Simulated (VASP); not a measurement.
# InAs (F-43m) in VASP: notebook

Aim: see how the results for InAs move with the level of theory and the settings. Levels: HSE03, PBE, PBEsol. Tasks: relaxation of cell and atoms, single point.

All numbers are computed with VASP 6.6.1; they aren't measurements. Logs are shortened: lines on timing, memory, paths and dates and some standing lists are left out, and cuts for length are marked.

**Experimental background.**

From a printed reference work, data compilation, for a bulk crystal of InAs at 4.2 K: band gap 0.418 eV (direct).

How close the calculation comes is told below.

### 1 The structure

The structure is cubic, space group F-43m (No. 216). The conventional cell has a = 6.036 Å, b = 6.036 Å, c = 6.036 Å, α = 90.00°, β = 90.00°, γ = 90.00°. In (site symmetry -43m) has 4 As at 2.61 Å as nearest neighbours. As (site symmetry -43m) has 4 In at 2.61 Å as nearest neighbours.

### 2 Relaxation of cell and atoms, HSE03

The input, POSCAR:

```
InAs
1.0
    0.0000000000      3.0180000000      3.0180000000
    3.0180000000      0.0000000000      3.0180000000
    3.0180000000      3.0180000000      0.0000000000
In As
1 1
Direct
    0.0000000000      0.0000000000      0.0000000000
    0.7500000000      0.7500000000      0.7500000000
```

The input, INCAR.step1:

```
SYSTEM = InAs
  PREC = Accurate
  ENCUT = 600
  EDIFF = 1E-5
  ISMEAR = -1
  SIGMA = 0.05
  LREAL = .False.
  LASPH = .True.
  NELM = 100
  ALGO = Normal
  LWAVE = .True.
  LCHARG = .False.
  GGA = PE
```

The input, INCAR.step2:

```
SYSTEM = InAs
  PREC = Accurate
  ENCUT = 600
  EDIFF = 1E-6
  ISMEAR = -1
  SIGMA = 0.05
  LREAL = .False.
  LASPH = .True.
  NELM = 100
  ALGO = Normal
  ISIF = 3
  LWAVE = .False.
  LCHARG = .False.
  GGA = PE
  LHFCALC = .True.
  HFSCREEN = 0.3
  PRECFOCK = Fast
  IBRION = 2
  NSW = 60
  EDIFFG = -0.01
  ISTART = 1
```

The input, KPOINTS:

```
Automatic mesh
0
Gamma
  4 4 4
  0 0 0
```

Potentials or basis: VASP PAW PBE potentials, release 64 (In_d, As).

The run is started by

```console
$ cat potpaw_PBE.64/In_d/POTCAR potpaw_PBE.64/As/POTCAR > POTCAR
$ cp INCAR.step1 INCAR
$ mpirun -np 1 vasp_std > vasp.out
$ cp INCAR.step2 INCAR
$ mpirun -np 1 vasp_std > vasp.out
```

OUTCAR:

```text
SYSTEM = InAs
   PREC = Accurate
   ENCUT = 600
   EDIFF = 1E-6
   ISMEAR = -1
   LREAL = .False.
   LASPH = .True.
   NELM = 100
   ISIF = 3
   GGA = PE
   LHFCALC = .True.
   HFSCREEN = 0.3
   PRECFOCK = Fast
   IBRION = 2
   NSW = 60
   EDIFFG = -0.01
   ISTART = 1

 ion  position               nearest neighbor table
   1  0.000  0.000  0.000-   2 2.61   2 2.61   2 2.61   2 2.61
   2  0.750  0.750  0.750-   1 2.61   1 2.61   1 2.61   1 2.61

  LATTYP: Found a face centered cubic cell.
 ALAT       =     6.0360000000

  Lattice vectors:

 A1 = (   0.0000000000,   3.0180000000,   3.0180000000)
 A2 = (   3.0180000000,   0.0000000000,   3.0180000000)
 A3 = (   3.0180000000,   3.0180000000,   0.0000000000)

Analysis of symmetry for initial positions (statically):
=====================================================================
 Subroutine PRICEL returns:
 Original cell was already a primitive cell.

 Routine SETGRP: Setting up the symmetry group for a
 face centered cubic supercell.

 Subroutine GETGRP returns: Found 24 space group operations
 (whereof 24 operations were pure point group operations)
 out of a pool of 48 trial point group operations.

The static configuration has the point symmetry T_d .

Analysis of symmetry for dynamics (positions and initial velocities):
=====================================================================
 Subroutine PRICEL returns:
 Original cell was already a primitive cell.

 Routine SETGRP: Setting up the symmetry group for a
 face centered cubic supercell.

 Subroutine GETGRP returns: Found 24 space group operations
 (whereof 24 operations were pure point group operations)
 out of a pool of 48 trial point group operations.

The dynamic configuration has the point symmetry T_d .

 Subroutine INISYM returns: Found 24 space group operations
 (whereof 24 operations are pure point group operations),
 and found     1 'primitive' translations

----------------------------------------------------------------------------------------

                                     Primitive cell

  volume of cell :      54.9778

  direct lattice vectors                    reciprocal lattice vectors
     0.000000000  3.018000000  3.018000000    -0.165672631  0.165672631  0.165672631
     3.018000000  0.000000000  3.018000000     0.165672631 -0.165672631  0.165672631
     3.018000000  3.018000000  0.000000000     0.165672631  0.165672631 -0.165672631

  length of vectors
     4.268096531  4.268096531  4.268096531     0.286953414  0.286953414  0.286953414

  position of ions in fractional coordinates (direct lattice)
     0.000000000  0.000000000  0.000000000
     0.750000000  0.750000000  0.750000000

  ion indices of the primitive-cell ions
   primitive index   ion index
                 1           1
                 2           2

----------------------------------------------------------------------------------------

 KPOINTS: Automatic mesh

Automatic generation of k-mesh.
 Grid dimensions read from file:
 generate k-points for:    4    4    4

 Generating k-lattice:

  Cartesian coordinates                     Fractional coordinates (reciprocal lattice)
    -0.041418158  0.041418158  0.041418158     0.250000000  0.000000000  0.000000000
     0.041418158 -0.041418158  0.041418158     0.000000000  0.250000000  0.000000000
     0.041418158  0.041418158 -0.041418158     0.000000000  0.000000000  0.250000000

  Length of vectors
     0.071738354  0.071738354  0.071738354

  Shift w.r.t. Gamma in fractional coordinates (k-lattice)
     0.000000000  0.000000000  0.000000000

 Subroutine IBZKPT returns following result:
 ===========================================

 Found      8 irreducible k-points:

 Following reciprocal coordinates:
            Coordinates               Weight
  0.000000  0.000000  0.000000      1.000000
  0.250000  0.000000  0.000000      8.000000
  0.500000  0.000000  0.000000      4.000000
  0.250000  0.250000  0.000000      6.000000
  0.500000  0.250000  0.000000     24.000000
 -0.250000  0.250000  0.000000     12.000000
  0.500000  0.500000  0.000000      3.000000
 -0.250000  0.500000  0.250000      6.000000
   k-points           NKPTS =      8   k-points in BZ     NKDIM =     64   number of bands    NBANDS=     13
   number of dos      NEDOS =    301   number of ions     NIONS =      2
   total plane-waves  NPLWV =  46656
   dimension x,y,z NGX =    36 NGY =   36 NGZ =   36
   dimension x,y,z NGXF=    72 NGYF=   72 NGZF=   72
   ions per type =               1   1
   NGX,Y,Z   is equivalent  to a cutoff of  14.02, 14.02, 14.02 a.u.
   NGXF,Y,Z  is equivalent  to a cutoff of  28.04, 28.04, 28.04 a.u.
 SYSTEM =  InAs
   PREC   = accura    normal or accurate (medium, high low for compatibility)
   ISTART =      1    job   : 0-new  1-cont  2-samecut
   ICHARG =      0    charge: 1-file 2-atom 10-const
   ISPIN  =      1    spin polarized calculation?
   LNONCOLLINEAR =      F non collinear calculations
   LSORBIT =      F    spin-orbit coupling
   LASPH  =      T    aspherical Exc in radial PAW
   ENCUT  =  600.0 eV  44.10 Ry    6.64 a.u.   8.52  8.52  8.52*2*pi/ulx,y,z
   NELM   =    100;   NELMIN=  2; NELMDL=  0     # of ELM steps
   EDIFF  = 0.1E-05   stopping-criterion for ELM
   LREAL  =      F    real-space projection
   EDIFFG = -.1E-01   stopping-criterion for IOM
   NSW    =     60    number of steps for IOM
   IBRION =      2    ionic relax: 0-MD 1-quasi-New 2-CG
   NFREE  =      1    steps in history (QN), initial steepest desc. (CG)
   ISIF   =      3    stress and relaxation
   ISYM   =      3    0-nonsym 1-usesym 2-fastsym
   POTIM  = 0.5000    time-step for ionic-motion
   TEBEG  =    0.0;   TEEND  =   0.0 temperature during run
   PSTRESS=    0.0 pullay stress
   NELECT =      18.0000    total number of electrons
   NUPDOWN=      -1.0000    fix difference up-down
   EMIN   =  10.00;   EMAX   =-10.00  energy-range for DOS
   EFERMI =   0.00;   METHOD = LEGACY
   ISMEAR =    -1;   SIGMA  =   0.05  broadening in eV -4-tet -1-fermi 0-gaus
   EFERMI_NEDOS =   21; number of points for ismear=-14 and -15
   IALGO  =     38    algorithm
   IMIX   =      1    mixing-type and parameters
     AMIX     =   0.40;   BMIX     =  1.00
     AMIX_MAG =   1.60;   BMIX_MAG =  1.00
  volume/ion in A,a.u.               =      27.49       185.50
  Fermi-wavevector in a.u.,A,eV,Ry     =   1.128331  2.132236 17.321990  1.273130
  Thomas-Fermi vector in A             =   2.265020
   LORBIT       =      0    0 simple, 1 ext, 2 COOP (PROOUT), +10 PAW based schemes
   GGA     = PE    functional components
   LHFCALC =     T    Hartree Fock is set to
   PRECFOCK=fast      Normal, Fast or Accurate (Low or Medium for compatibility)
   ENCUT4O =  -1.0   cutoff for four orbital integrals eV
   NKREDX  =     1    reduce k-point grid by
   NKREDY  =     1    reduce k-point grid by
   NKREDZ  =     1    reduce k-point grid by
   AEXX    =    0.2500 exact exchange contribution
   HFSCREEN=    0.3000 screening length (either q_TF or 0.3 A-1)
   HFSCREENC=   0.3000 screening length for correlation (either q_TF or 0.3 A-1)
   ENCUTFOCK=  -1.0 apply spherical cutoff to Coloumb kernel
   IVDW    =     0    specifies the selected vdW correction
   LEPSILON=     F    determine dielectric tensor
   LRPA    =     F    only Hartree local field effects (RPA)
 conjugate gradient relaxation of ions
 non-spin polarized calculation
  energy-cutoff  :      600.00
  volume of cell :       54.98
 maximum number of plane-waves:      1856
 NGX is ok and might be reduce to    36
  NGX = 20; NGY = 20; NGZ = 20

--------------------------------------- Ionic step        1  -------------------------------------------

 number of electron      18.0000003 magnetization

 Free energy of the ion-electron system (eV)
  ---------------------------------------------------
  ext. energy  EPLUGINS =         0.00000000
  ---------------------------------------------------
  free energy    TOTEN  =        -8.79648175 eV

  energy without entropy =       -8.79616489  energy(sigma->0) =       -8.79632332

 E-fermi :   4.5150     XC(G=0):  -7.7207

 val. band max:        4.2603201113   @ k =   0.0000   0.0000   0.0000
 cond. band min:       4.7141853152   @ k =   0.0000   0.0000   0.0000
 fundamental gap:      0.4538652039
 Fermi energy:         4.5150267630

 k-point     1 :       0.0000    0.0000    0.0000
  band No.  band energies     occupation
      1     -11.7990      2.00000
      2     -11.7990      2.00000
      3     -11.7990      2.00000
      4     -11.6649      2.00000
      5     -11.6649      2.00000
      6      -8.6747      2.00000
      7       4.2603      1.98781
      8       4.2603      1.98781
      9       4.2603      1.98781
     10       4.7142      0.03657
     11       8.7525      0.00000
     12       8.7525      0.00000
     13       8.7525      0.00000

 k-point     2 :       0.2500    0.0000    0.0000
  band No.  band energies     occupation
      1     -11.8579      2.00000
      2     -11.7801      2.00000
      3     -11.7801      2.00000
      4     -11.6637      2.00000
      5     -11.6637      2.00000
      6      -8.0140      2.00000
      7       0.3977      2.00000
      8       3.6512      2.00000
      9       3.6512      2.00000
     10       6.0965      0.00000
     11       9.5066      0.00000
[... 190 lines left out ...]
 POSITION                                       TOTAL-FORCE (eV/Angst)
 -----------------------------------------------------------------------------------
      0.00000      0.00000     -0.00000        -0.000000     -0.000000     -0.000000
      4.59204      4.59204      4.59204         0.000000      0.000000      0.000000
 -----------------------------------------------------------------------------------
    total drift:                                0.000003     -0.000021     -0.000007

  FREE ENERGIE OF THE ION-ELECTRON SYSTEM (eV)
  ---------------------------------------------------
  free  energy   TOTEN  =        -8.8145570412 eV

  energy  without entropy=       -8.8125737657  energy(sigma->0) =       -8.81356540

--------------------------------------- Ionic step        4  -------------------------------------------

 number of electron      18.0000000 magnetization

 Free energy of the ion-electron system (eV)
  ---------------------------------------------------
  ext. energy  EPLUGINS =         0.00000000
  ---------------------------------------------------
  free energy    TOTEN  =        -8.81455688 eV

  energy without entropy =       -8.81264882  energy(sigma->0) =       -8.81360285

 E-fermi :   3.9854     XC(G=0):  -7.5776

 val. band max:        3.8524778827   @ k =   0.0000   0.0000   0.0000
 cond. band min:       4.0557974722   @ k =   0.0000   0.0000   0.0000
 fundamental gap:      0.2033195895
 Fermi energy:         3.9853799880

 k-point     1 :       0.0000    0.0000    0.0000
  band No.  band energies     occupation
      1     -12.1382      2.00000
      2     -12.1382      2.00000
      3     -12.1382      2.00000
      4     -12.0210      2.00000
      5     -12.0210      2.00000
      6      -8.8049      2.00000
      7       3.8525      1.86901
      8       3.8525      1.86901
      9       3.8525      1.86901
     10       4.0558      0.39299
     11       8.3156      0.00000
     12       8.3156      0.00000
     13       8.3156      0.00000

 k-point     2 :       0.2500    0.0000    0.0000
  band No.  band energies     occupation
      1     -12.1872      2.00000
      2     -12.1219      2.00000
      3     -12.1219      2.00000
      4     -12.0199      2.00000
      5     -12.0199      2.00000
      6      -8.1919      2.00000
      7       0.0692      2.00000
      8       3.2811      2.00000
      9       3.2811      2.00000
     10       5.5551      0.00000
     11       9.0415      0.00000
[... 118 lines left out ...]
 POSITION                                       TOTAL-FORCE (eV/Angst)
 -----------------------------------------------------------------------------------
      0.00000      0.00000      0.00000         0.000000     -0.000000      0.000000
      4.59027      4.59027      4.59027        -0.000000      0.000000     -0.000000
 -----------------------------------------------------------------------------------
    total drift:                                0.000000     -0.000000     -0.000004

  FREE ENERGIE OF THE ION-ELECTRON SYSTEM (eV)
  ---------------------------------------------------
  free  energy   TOTEN  =        -8.8145568809 eV

  energy  without entropy=       -8.8126488157  energy(sigma->0) =       -8.81360285

 reached required accuracy - stopping structural energy minimisation
```

Wall time 13 min (1 thread of Intel Xeon Platinum 8488C (Sapphire Rapids), shared host); peak memory 0.31 GiB.

What came out:

| Quantity | Value |
| --- | --- |
| Free energy | -8.8146 eV |
| Relaxed volume | 28.66 Å³/atom |
| Relaxed cell | a = 4.328 Å, b = 4.328 Å, c = 4.328 Å, α = 60.00°, β = 60.00°, γ = 60.00° |
| Space group after relaxing (to 0.05 Å) | F-43m (No. 216) |
| Energy gained by relaxing | 9.0 meV/atom |
| Ionic steps | 4 |
| Pressure after relaxing | 0.0 GPa |
| Band gap on the k mesh | 0.20 eV, direct |

The path:
```tsv
step	energy change (eV)	largest force (eV/Å)	pressure (GPa)	volume (Å³)
1	0.0000	0.0000	2.52	54.98
2	-0.0147	0.0000	-0.89	58.50
3	-0.0181	0.0000	-0.07	57.38
4	-0.0181	0.0000	0.00	57.32
```

Final structure:
```cif
data_structure
_symmetry_space_group_name_H-M 'P 1'
_symmetry_Int_Tables_number 1
_cell_length_a 4.3277
_cell_length_b 4.3277
_cell_length_c 4.3277
_cell_angle_alpha 60.000
_cell_angle_beta 60.000
_cell_angle_gamma 60.000
_cell_volume 57.32
loop_
_atom_site_label
_atom_site_type_symbol
_atom_site_fract_x
_atom_site_fract_y
_atom_site_fract_z
_atom_site_occupancy
In1 In 0.00000 0.00000 0.00000 1
As1 As 0.75000 0.75000 0.75000 1
```

Levels at points of the mesh, in eV from the valence-band top:
| k point | band 7 | band 8 | band 9 | band 10 | band 11 | band 12 |
| --- | --- | --- | --- | --- | --- | --- |
| (0.00, 0.00, 0.00) | 0.00 | 0.00 | 0.00 | 0.20 | 4.46 | 4.46 |
| (0.50, 0.00, 0.00) | -5.96 | -1.00 | -1.00 | 1.42 | 5.24 | 5.24 |
| (0.50, 0.50, 0.00) | -6.06 | -2.36 | -2.36 | 2.03 | 2.55 | 9.84 |

Caveat: the k mesh is coarse (spacing up to 0.45 Å⁻¹), so the values aren't converged, least of all with exact exchange; the PAW data sets were made with another functional, which shifts forces and pressure a little; spin-orbit coupling is left out, which moves the levels of the heavy elements. Zero-point motion and thermal expansion aren't in these numbers.

### 3 Single point, PBE

The input, INCAR:

```
PREC = Accurate ; ENCUT = 450
EDIFF = 1E-6 ; ISMEAR = 0
SIGMA = 0.02 ; LREAL = False
LASPH = True ; NELM = 80
ALGO = Fast ; ISIF = 2
LWAVE = False ; LCHARG = False
GGA = PE
```

The input, KPOINTS:

```
regular mesh
0
Gamma
  5 5 5
```

POSCAR is that of step 2.

Potentials or basis: VASP PAW PBE potentials, release 64 (In_d_GW, As_GW).

The run is started by

```console
$ cat potpaw_PBE.64/In_d_GW/POTCAR potpaw_PBE.64/As_GW/POTCAR > POTCAR
$ mpirun -np 1 vasp_std > vasp.out
```

It took 30 s on 1 thread of Intel Xeon Platinum 8259CL at 2.50GHz (Skylake/Cascade Lake), shared host; peak memory 0.17 GiB.

It converged, with:

- Free energy: -7.6288 eV
- Pressure: 4.4 GPa
- Band gap on the k mesh: none (metal or under the smearing width)

Levels at points of the mesh, in eV from the Fermi level:
```csv
k point,band 7,band 8,band 9,band 10,band 11,band 12
"(0.00, 0.00, 0.00)",-0.19,-0.01,-0.01,-0.01,3.89,3.89
```

Caveat: the k mesh is coarse (spacing up to 0.36 Å⁻¹), so the values aren't converged; this crystal is a semiconductor, whose small gap the functional closes, so the metal is an error of the method.

(Part 1 of 2 ends here.)
